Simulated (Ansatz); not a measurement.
# Two-dimensional strain map in GaN

Computed with Ansatz, DFT r2SCAN, scalar-relativistic, plane waves, PAW. Cutoff 500 eV, Γ-centred 10×10×10 k-points, Gaussian smearing of 0.05 eV. No spin polarisation. Energies are free energies at this smearing, counted from the undisturbed cell; pressure is positive in compression.

The undisturbed cell (as given, not relaxed at this level; it stands at -1.2 GPa; this zinc-blende form isn't the usual structure):

```
Ga N
1.0
     0.00000    2.25350    2.25350
     2.25350    0.00000    2.25350
     2.25350    2.25350    0.00000
Ga N
1 1
Cartesian
  0.0000 0.0000 0.0000
  3.3803 3.3803 3.3803
```

The cell is strained by p along both x and y and by q along z, fractional coordinates fixed. Points are written (p, q).

Energy above the undisturbed cell in meV/atom (a dash: not computed):

| p \ q | -0.050 | -0.025 | 0.000 | 0.025 | 0.050 |
| --- | --- | --- | --- | --- | --- |
| -0.050 | 170.4 | 115.1 | 77.2 | 55.8 | 50.3 |
| -0.025 | 70.4 | 35.7 | 16.0 | 10.7 | 19.2 |
| 0.000 | 21.4 | 4.2 | 0.0 | 8.3 | 28.5 |
| 0.025 | 16.0 | 13.5 | 22.3 | 41.9 | 71.8 |
| 0.050 | 47.5 | 57.3 | 76.9 | 105.8 | 143.6 |

Pressure in GPa:

```
 p \ q  -0.050  -0.025  0.000  0.025  0.050
-0.050    39.8    31.0   23.1   15.9    9.6
-0.025    23.1    16.0    9.6    3.9   -1.2
 0.000     9.6     3.9   -1.2   -5.7   -9.7
 0.025    -1.2    -5.7   -9.7  -13.2  -16.3
 0.050    -9.8   -13.3  -16.4  -19.1  -21.4
```

Gap on the k-mesh in eV:

```
 p \ q  -0.050  -0.025  0.000  0.025  0.050
-0.050    3.16    2.94   2.72   2.49   2.26
-0.025    2.73    2.64   2.42   2.21   1.99
 0.000    2.32    2.22   2.13   1.92   1.71
 0.025    1.92    1.82   1.72   1.63   1.43
 0.050    1.54    1.43   1.33   1.24   1.15
```